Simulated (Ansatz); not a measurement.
Runs of Ansatz 0.2.0 on AlNi3. The structure is cubic, space group Pm-3m (No. 221). Conventional cell: a = 3.523 Å, b = 3.523 Å, c = 3.523 Å, α = 90.00°, β = 90.00°, γ = 90.00°. Ni (site symmetry 4/mmm) has 8 Ni at 2.49 Å and 4 Al at 2.49 Å as nearest neighbours. Al (site symmetry m-3m) has 12 Ni at 2.49 Å as nearest neighbours. The cell is a database's computed one.

| task | level | k mesh | cutoff (eV) | atoms under strain | gap on the mesh (eV) | moment (μB) | V0 of scaled cells (Å³/atom) | B0 (GPa) |
| --- | --- | --- | --- | --- | --- | --- | --- | --- |
| equation of state | r2SCAN | 8 × 8 × 8 | 500 | - | - | - | 10.96 | (a) |
| equation of state | LDA | 8 × 8 × 8 | 420 | - | - | - | 10.54 | 221 |
| elastic constants | PBEsol | 6 × 6 × 6 | 420 | clamped | none | 0.67 | - | - |
| equation of state | PBE | 8 × 8 × 8 | 420 | - | - | - | 11.35 | (b) |
| phonons | PBEsol | 6 × 6 × 6 | 420 | - | none | 0.67 | - | - |

Alike in all rows: potentials or basis Ansatz PAW; spin collinear, ferromagnetic start; cell as given; smearing fermi-dirac 0.05 eV.

Q: Fill in the values left out.

A: (a) 202; (b) 182.

Caveats: the PAW data sets come from PBE, with cores solved anew for the run's functional, which leaves a small shift of forces and pressure (some runs); the magnetic or orbital state may not be the lowest (some runs); the PAW data sets were made with another functional, which shifts forces and pressure a little (some runs); elastic constants of metals need much finer meshes, so these are rough (some runs).

A gap of «none» marks a metal or a gap under the smearing width.
